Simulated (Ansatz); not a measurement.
Relaxing CaB2

The calculation used Ansatz, DFT PBE, scalar-relativistic, plane waves, PAW. Cutoff 420 eV, Γ-centred k mesh, Gaussian smearing, no spin polarisation in the final step.

CaB2 was placed on the sites of a reported ZrSi2 cell (Cmcm, No. 63), with Ca in place of Zr, B in place of Si, at a guessed volume.

```
CELL_PARAMETERS angstrom
1.67596 -6.66359 0.00000
1.67596 6.66359 0.00000
0.00000 0.00000 3.32117
ATOMIC_POSITIONS crystal
Ca 0.89460 0.10540 0.75000
Ca 0.10540 0.89460 0.25000
B 0.55220 0.44780 0.75000
B 0.44780 0.55220 0.25000
B 0.24960 0.75040 0.75000
B 0.75040 0.24960 0.25000
```

Cell and atoms relax at zero pressure; the relaxation can't lower the symmetry of the start. After a coarse first stage the cell is made exact in the group found at 0.06 Å.

The zero of energy is the elements' standard structures at the same level; no fitted shifts are applied.

Q: Which crystal results?

A: It keeps Cmcm (No. 63), but not the shape of the type it started on. Conventional cell: a = 3.242 Å, b = 16.921 Å, c = 3.053 Å. Ca is coordinated by 10 B at 2.64–2.83 Å, 2 Ca at 3.05 Å and 2 Ca at 3.24 Å; B on Wyckoff site c (2 atoms of the primitive cell) is coordinated by 2 B at 1.57 Å; B on Wyckoff site c (2 atoms of the primitive cell) is coordinated by 4 B at 2.23 Å.

```
Ca B
1.0
     1.62086   -8.46043    0.00000
     1.62086    8.46043    0.00000
     0.00000    0.00000    3.05326
Ca B
2 4
Direct
  0.88749 0.11251 0.75000
  0.11251 0.88749 0.25000
  0.51039 0.48961 0.75000
  0.48961 0.51039 0.25000
  0.25059 0.74941 0.75000
  0.74941 0.25059 0.25000
```

Q: What are its volume, energy, density and gap?

A: The volume per atom is 13.96 Å³, the density is 2.45 g/cm³ and the energy over the elements is 0.52 eV/atom. The gap on the 12×12×12 mesh is 0 eV (a metal).

The final run used a 12×12×12 mesh on its 6-atom cell and 0.10 eV smearing. For metals, differences of a few meV/atom aren't resolved. Symmetry constrained the relaxation, so the result can be a saddle point.

Cost: 3 runs of about 4.7 core-minutes in all, on Arm Neoverse V1 (shared hosts).